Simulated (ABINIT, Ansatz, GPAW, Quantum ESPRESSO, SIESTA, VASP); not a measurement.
**Pd: programs and potentials compared**

```xyz
1
Lattice="0.0000 1.9465 1.9465 1.9465 0.0000 1.9465 1.9465 1.9465 0.0000" Properties=species:S:1:pos:R:3 pbc="T T T"
Pd    0.0000    0.0000    0.0000
```

Alike in all runs: task single point; functional PBEsol; k mesh 12 × 12 × 12; occupations fermi-dirac, width 0.05 eV; no spin polarisation; no spin-orbit coupling. Pressure is positive in compression and, in plane waves, holds the error of the finite cutoff.

```tsv
program and potentials	plane-wave cutoff (eV)	notes	band gap (eV)	pressure (GPa)
Quantum ESPRESSO, GBRV 1.5 PBEsol	612	16 valence electrons an atom on average	no gap	-2.43
ABINIT, PseudoDojo NC SR PBEsol v0.4.1 standard	1116	18 valence electrons an atom on average	no gap	-3.02
GPAW, PAW data sets generated for this functional	600	16 valence electrons an atom on average	?	?
Ansatz, all-electron LAPW, scalar-relativistic	-	-	no gap	-2.96
VASP, PBE PAW files Pd, 520 eV	520	potentials made for PBE; 10 valence electrons an atom on average	no gap	-3.23
SIESTA, files PseudoDojo sr-pbesol-0.4.1-standard, DZP (energy shift 0.003 Ry; two zetas on semicore shells)	-	atomic basis; 18 valence electrons an atom on average	no gap	-2.43
```

**Question.** Estimate from the other rows what the run with GPAW, PAW data sets generated for this functional gave.

**Answer.** No band gap; pressure -2.50 GPa. The other rows, which needn't bracket it: pressure -3.23 to -2.43.
